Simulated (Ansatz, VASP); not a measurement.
**CdF2 in VASP and in Ansatz**

Contents of INCAR:

```
SYSTEM = CdF2
PREC = Accurate
ENCUT = 520
EDIFF = 1E-7
ISMEAR = -1
SIGMA = 0.05
LREAL = .False.
LASPH = .True.
NELM = 100
ALGO = Normal
ISIF = 2
LWAVE = .False.
LCHARG = .False.
GGA = PE
NBANDS = 20
```

Contents of KPOINTS:

```
Automatic mesh
0
Gamma
  9 9 9
  0 0 0
```

POSCAR

```
CdF2
1.0
    0.0000000000      2.6940000000      2.6940000000
    2.6940000000      0.0000000000      2.6940000000
    2.6940000000      2.6940000000      0.0000000000
Cd F
1 2
Direct
    0.0000000000      0.0000000000      0.0000000000
    0.7500000000      0.7500000000      0.7500000000
    0.2500000000      0.2500000000      0.2500000000
```

The input input.yaml:

```yaml
crystal:
  lattice:
    - [0.0, 2.694, 2.694]
    - [2.694, 0.0, 2.694]
    - [2.694, 2.694, 0.0]
  atoms:
    - { symbol: Cd, position: [0.0, 0.0, 0.0] }
    - { symbol: F, position: [0.75, 0.75, 0.75] }
    - { symbol: F, position: [0.25, 0.25, 0.25] }
hamiltonian:
  xc: pbe
  pseudopotentials: { kind: paw }
kpoints:
  mp_grid: { grid: [9, 9, 9] }
scf:
  occupations: { method: fermi_dirac, width: 0.05 }
output:
  forces: true
  stress: true
  eigenvalues: true
```

Alike in both runs: task single point; functional PBE; k mesh 9 × 9 × 9; occupations fermi-dirac, width 0.05 eV; no spin polarisation.

|  | VASP | Ansatz |
| --- | --- | --- |
| version | VASP 6.6.1 | Ansatz 0.2.0 |
| potentials or method | VASP PAW PBE potentials, release 64 (Cd, F) | Ansatz PAW |
| plane-wave cutoff (eV) | 520 | 420 |
| valence electrons in the cell | 26 | 34 |

Ansatz gave:

```
gap on the k mesh at the Fermi level (eV) : 3.13
least direct gap on the mesh (eV)         : 3.60
pressure (GPa)                            : 5.5
```

Problem. Estimate VASP's values.

Solution. gap on the k mesh at the Fermi level (eV): 3.10; least direct gap on the mesh (eV): 3.57; pressure (GPa): 6.2.

The functional is the same, so the differences come from potentials, cutoffs and numerics. The two sets of potentials don't hold the same shells in valence.

Caveats: an odd mesh through Γ misses points on the zone boundary, where band edges often lie (VASP); odd divisions of the mesh miss points on the zone boundary, where band edges often lie, so the gap on the mesh can be too wide (Ansatz); the pressure holds a Pulay correction of +0.7 GPa for the finite cutoff (Ansatz).
